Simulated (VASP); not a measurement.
# AlN (P6_3mc) in VASP: phonons with PBE

Aim: the phonons of AlN with PBE.

All numbers are computed with VASP 6.6.1; they aren't measurements. Logs are shortened: lines on timing, memory, paths and dates and some standing lists are left out, and cuts for length are marked.

## Step 1: Starting point

Symmetry: P6_3mc, No. 186, hexagonal system. The conventional cell has a = 3.119 Å, b = 3.119 Å, c = 5.023 Å, α = 90.00°, β = 90.00°, γ = 120.00°. Around Al (site symmetry 3m) lie 4 N at 1.90 to 1.91 Å. Around N (site symmetry 3m) lie 4 Al at 1.90 to 1.91 Å.

The cell was built by a generator and needn't be a form met in nature.

## Step 2: Phonons, PBE

POSCAR reads:

```
AlN
1.0
    3.1186170000      0.0000000000      0.0000000000
   -1.5593085000      2.7008015467      0.0000000000
    0.0000000000      0.0000000000      5.0231990000
Al N
2 2
Direct
    0.3333333333      0.6666666667      0.0000000000
    0.6666666667      0.3333333333      0.5000000000
    0.3333333333      0.6666666667      0.3807100000
    0.6666666667      0.3333333333      0.8807100000
```

INCAR.step1 reads:

```
SYSTEM = AlN
  PREC = Accurate
  ENCUT = 600
  EDIFF = 1E-8
  ISMEAR = 0
  SIGMA = 0.05
  LREAL = .FALSE.
  LASPH = .TRUE.
  NELM = 80
  ALGO = Normal
  ISIF = 3
  LWAVE = .FALSE.
  LCHARG = .FALSE.
  GGA = PE
  IBRION = 2
  NSW = 40
  EDIFFG = -0.002
```

INCAR.step2 reads:

```
SYSTEM = AlN
  PREC = Accurate
  ENCUT = 600
  EDIFF = 1E-8
  ISMEAR = 0
  SIGMA = 0.05
  LREAL = .FALSE.
  LASPH = .TRUE.
  NELM = 80
  ALGO = Normal
  ISIF = 2
  LWAVE = .FALSE.
  LCHARG = .FALSE.
  GGA = PE
  IBRION = 6
  NFREE = 2
  POTIM = 0.015
  NSW = 1
```

KPOINTS reads:

```
regular mesh
0
G
  9 9 6
  0 0 0
```

Potentials or basis: VASP PAW PBE potentials, release 64 (Al, N).

On the command line:

```bash
cat potpaw_PBE.64/Al/POTCAR potpaw_PBE.64/N/POTCAR > POTCAR
cp INCAR.step1 INCAR
mpirun -np 1 vasp_std > vasp.out
cp CONTCAR POSCAR
cp INCAR.step2 INCAR
mpirun -np 1 vasp_std > vasp.out
```

OUTCAR:

```text
SYSTEM = AlN
   PREC = Accurate
   ENCUT = 600
   EDIFF = 1E-8
   ISMEAR = 0
   LREAL = .FALSE.
   LASPH = .TRUE.
   NELM = 80
   ISIF = 2
   GGA = PE
   IBRION = 6
   NFREE = 2
   POTIM = 0.015
   NSW = 1

 ion  position               nearest neighbor table
   1  0.333  0.667  1.000-   4 1.90   4 1.90   4 1.90   3 1.91   2 3.09   2 3.09   2 3.09   2 3.09
                             2 3.09   2 3.09
   2  0.667  0.333  0.500-   3 1.90   3 1.90   3 1.90   4 1.91   1 3.09   1 3.09   1 3.09   1 3.09
                             1 3.09   1 3.09
   3  0.333  0.667  0.381-   2 1.90   2 1.90   2 1.90   1 1.91
   4  0.667  0.333  0.881-   1 1.90   1 1.90   1 1.90   2 1.91

  LATTYP: Found a hexagonal cell.
 ALAT       =     3.1279502120
 C/A-ratio  =     1.6034006899

  Lattice vectors:

 A1 = (   3.1279502120,   0.0000000000,   0.0000000000)
 A2 = (  -1.5639751060,   2.7088843454,   0.0000000000)
 A3 = (   0.0000000000,   0.0000000000,   5.0153575279)

Analysis of symmetry for initial positions (statically):
=====================================================================
 Subroutine PRICEL returns:
 Original cell was already a primitive cell.

 Routine SETGRP: Setting up the symmetry group for a
 hexagonal supercell.

 Subroutine GETGRP returns: Found 12 space group operations
 (whereof  6 operations were pure point group operations)
 out of a pool of 24 trial point group operations.

The static configuration has the point symmetry C_3v.
 The point group associated with its full space group is C_6v.

Analysis of symmetry for dynamics (positions and initial velocities):
=====================================================================
 Subroutine PRICEL returns:
 Original cell was already a primitive cell.

 Routine SETGRP: Setting up the symmetry group for a
 hexagonal supercell.

 Subroutine GETGRP returns: Found 12 space group operations
 (whereof  6 operations were pure point group operations)
 out of a pool of 24 trial point group operations.

The dynamic configuration has the point symmetry C_3v.
 The point group associated with its full space group is C_6v.

 Subroutine INISYM returns: Found 12 space group operations
 (whereof  6 operations are pure point group operations),
 and found     1 'primitive' translations

[... 461 lines left out ...]

  energy without entropy =      -29.78136984  energy(sigma->0) =      -29.78136984

 E-fermi :   6.1753     XC(G=0): -10.8358

 val. band max:        5.9578450878   @ k =   0.0000   0.0000   0.0000
 cond. band min:      10.0410867691   @ k =   0.0000   0.0000   0.0000
 fundamental gap:      4.0832416812
 Fermi energy:         6.1752879860

 k-point     1 :       0.0000    0.0000    0.0000
  band No.  band energies     occupation
      1      -9.0968      2.00000
      2      -7.0074      2.00000
      3       0.0586      2.00000
      4       5.1478      2.00000
      5       5.1478      2.00000
      6       5.7911      2.00000
      7       5.7911      2.00000
      8       5.9578      2.00000
      9      10.0411      0.00000
     10      12.5062      0.00000
     11      16.4339      0.00000
     12      17.0289      0.00000
[... 331 lines left out ...]
 k-point    24 :       0.3333    0.3333    0.1667
  band No.  band energies     occupation
      1      -6.6507      2.00000
      2      -6.6473      2.00000
      3       1.3665      2.00000
      4       1.8440      2.00000
      5       1.8545      2.00000
      6       3.3450      2.00000
      7       4.1075      2.00000
      8       4.1298      2.00000
      9      11.4024      0.00000
     10      14.2155      0.00000
     11      14.9483      0.00000
     12      15.0572      0.00000

 [... further k-points ...]

------------------------ aborting loop because EDIFF is reached ----------------------------------------

  FORCE on cell =-STRESS in cart. coord.  units (eV):
  Direction    XX          YY          ZZ          XY          YZ          ZX
  --------------------------------------------------------------------------------------
  -------------------------------------------------------------------------------------
  Total       -0.0747152     -0.0747152      0.1723571      0.0000000      0.0000000      0.0000000
  in kB       -2.8168717     -2.8168717      6.4981177      0.0000000      0.0000000      0.0000000
  external PRESSURE =       0.2881248 kB  Pullay stress =       0.0000000 kB
[... 19 lines left out ...]
  FREE ENERGIE OF THE ION-ELECTRON SYSTEM (eV)
  ---------------------------------------------------
  free  energy   TOTEN  =       -29.7813698367 eV

  energy  without entropy=      -29.7813698367  energy(sigma->0) =      -29.78136984

 INTERNAL STRAIN TENSORS FROM DISPLACED ATOMS
 ============================================

 INTERNAL STRAIN TENSOR FOR ION    1 for displacements in x,y,z  (eV/Angst):
          X           Y           Z          XY          YZ          ZX
  --------------------------------------------------------------------------------
  x    -0.00000     0.00000     0.00000    -8.23888    -0.00000    -4.92443
  y    -8.23888     8.23888     0.00000     0.00000    -4.92443     0.00000
  z    -5.08322    -5.08322    11.25775    -0.00000     0.00000     0.00000

 INTERNAL STRAIN TENSOR FOR ION    4 for displacements in x,y,z  (eV/Angst):
          X           Y           Z          XY          YZ          ZX
  --------------------------------------------------------------------------------
  x     0.00000     0.00000    -0.00000     9.87661     0.00000     4.92145
  y     9.87661    -9.87661     0.00000     0.00000     4.92145    -0.00000
  z     5.09118     5.09118   -11.26189     0.00000    -0.00000     0.00000

 Eigenvectors and eigenvalues of the dynamical matrix
 ----------------------------------------------------

   1 f  =   21.216605 THz   133.307862 2PiTHz  707.709773 cm-1    87.744789 meV
             X         Y         Z           dx          dy          dz
     -0.000000  1.805923  5.013368     0.000000    0.000000   -0.007110
      1.563975  0.902961  2.505689     0.000000    0.000000    0.007110
     -0.000000  1.805923  1.911386    -0.000000   -0.000000   -0.707071
      1.563975  0.902961  4.419065    -0.000000   -0.000000    0.707071
[... 71 lines left out ...]
  12 f/i=    0.000190 THz     0.001196 2PiTHz    0.006349 cm-1     0.000787 meV
             X         Y         Z           dx          dy          dz
     -0.000000  1.805923  5.013368    -0.000000   -0.000000   -0.573739
      1.563975  0.902961  2.505689    -0.000000   -0.000000   -0.573739
     -0.000000  1.805923  1.911386    -0.000000   -0.000000   -0.413309
      1.563975  0.902961  4.419065    -0.000000   -0.000000   -0.413309

 ELASTIC MODULI CONTR FROM IONIC RELAXATION (kBar)
 Direction    XX          YY          ZZ          XY          YZ          ZX
 --------------------------------------------------------------------------------
 XX        -640.3687    316.9439    357.9284     -0.0000      0.0000      0.0000
 YY         316.9439   -640.3687    357.9284     -0.0000     -0.0000     -0.0000
 ZZ         357.9284    357.9284   -792.2257      0.0000     -0.0000      0.0000
 XY          -0.0000     -0.0000      0.0000   -478.6563      0.0000      0.0000
 YZ           0.0000     -0.0000     -0.0000      0.0000   -127.2174      0.0000
 ZX           0.0000     -0.0000      0.0000      0.0000      0.0000   -127.2174
 --------------------------------------------------------------------------------
```

Wall time 7.6 min (1 thread of Intel Xeon Platinum 8259CL at 2.50GHz (Skylake/Cascade Lake), shared host); peak memory 0.36 GiB.

Results:

- Relaxed volume: 10.62 Å³/atom
- Relaxed cell: a = 3.128 Å, b = 3.128 Å, c = 5.015 Å, α = 90.00°, β = 90.00°, γ = 120.00°
- Space group after relaxing (to 0.05 Å): P6_3mc (No. 186)
- Highest phonon frequency at Γ, LO-TO splitting left out: 708 cm⁻¹

Step by step:
```tsv
step	energy change (eV)	largest force (eV/Å)	pressure (GPa)	volume (Å³)
1	0.0000	0.0000	0.91	42.31
2	-0.0004	0.0443	-0.82	42.68
3	-0.0009	0.0260	-0.10	42.52
4	-0.0010	0.0110	-0.04	42.51
5	-0.0011	0.0001	0.00	42.50
```

Final structure:
```
Al N
1.0
     3.12795    0.00000    0.00000
    -1.56398    2.70888    0.00000
     0.00000    0.00000    5.01536
Al N
2 2
Direct
  0.33333 0.66667 0.99960
  0.66667 0.33333 0.49960
  0.33333 0.66667 0.38111
  0.66667 0.33333 0.88111
```

Phonon frequencies in cm⁻¹ (negative: imaginary):
| q point | frequencies |
| --- | --- |
| (0.000, 0.000, 0.000) | 0 0 0 237 237 537 597 639 639 651 651 708 |
